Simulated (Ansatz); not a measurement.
Consider CsPbI$_{3}$ in the cubic perovskite structure (space group Pm-3m, No. 221; a = 6.390 Å). Axes: x, y, z lie along the cube axes.

All numbers come from PBE (Ansatz, a quantum-chemistry and plane-wave program, PAW, no SOC).

Before the change:

- Shortest interatomic distance = 3.195 Å
- Band gap = 1.48 eV

The change: compressive biaxial strain of 0.96 % in the plane normal to [001], as in epitaxy on a mismatched substrate; the out-of-plane cell vector and the atoms relax.

Problem. What happens to the ratio −ε⊥/ε∥?

Solution. The ratio −ε⊥/ε∥ comes out as 0.29.

Problem. Predict the new shortest interatomic distance.

Solution. The shortest interatomic distance decreases by 0.0307 Å to 3.165 Å.

Problem. Predict the new band gap.

Solution. The band gap shrinks by 0.10 eV, from 1.48 eV to 1.38 eV.

Spin-orbit coupling, missing from the scalar runs, can matter with I and Pb. Stability against distortions was not tested. Many cubic perovskites are stable only at high temperature; tilts and polar distortions were not tested. This is not the structure that CsPbI3 has at room temperature and ambient pressure.
